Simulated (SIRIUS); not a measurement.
## KTaO3 under changes of volume

One of the cells (12.688 Å³/atom); the others are scaled copies at fixed shape and fractional positions:

```
CELL_PARAMETERS angstrom
3.98830 0.00000 0.00000
0.00000 3.98830 0.00000
0.00000 0.00000 3.98830
ATOMIC_POSITIONS crystal
Ta 0.00000 0.00000 0.00000
K 0.50000 0.50000 0.50000
O 0.00000 0.00000 0.50000
O 0.00000 0.50000 0.00000
O 0.50000 0.00000 0.00000
```

- Program: SIRIUS 7.12.0
- Functional: LDA
- Potentials or basis: all-electron FP-LAPW
- Cutoff: 381 eV
- Basis: apw+lo standard
- k mesh: 5 × 5 × 5
- Occupations: fermi-dirac, width 0.05 eV
- Spin: no spin polarisation

```csv
volume (Å³/atom),energy over the lowest point (meV/atom),gap on the mesh (eV)
11.927,10.11,2.32
12.180,1.25,2.27
12.434,0.00,2.23
12.688,5.68,2.19
12.942,17.41,2.14
13.196,?,?
13.449,56.40,2.05
```

What does the run at 13.196 Å³/atom give?

Energy over the lowest point 34.55 meV/atom; gap on the mesh 2.10 eV.

Worked out: A Birch-Murnaghan fit of order 3 (a polynomial in V^(-2/3)) to the other rows has its minimum at 12.35 Å³/atom with B0 = V·E''(V) = 219 GPa and B' = 4.8. It gives 34.55 meV/atom at 13.196 Å³/atom, against the run's 34.55. A straight line through the other rows of the gap, of slope -2.23 eV per unit of ln V, gives 2.10 eV, against the run's 2.10.

Energies are extrapolated to zero smearing.

Caveats: spin-orbit coupling is left out, which moves the levels of the heavy elements; an odd mesh through Γ misses points on the zone boundary, where band edges often lie.
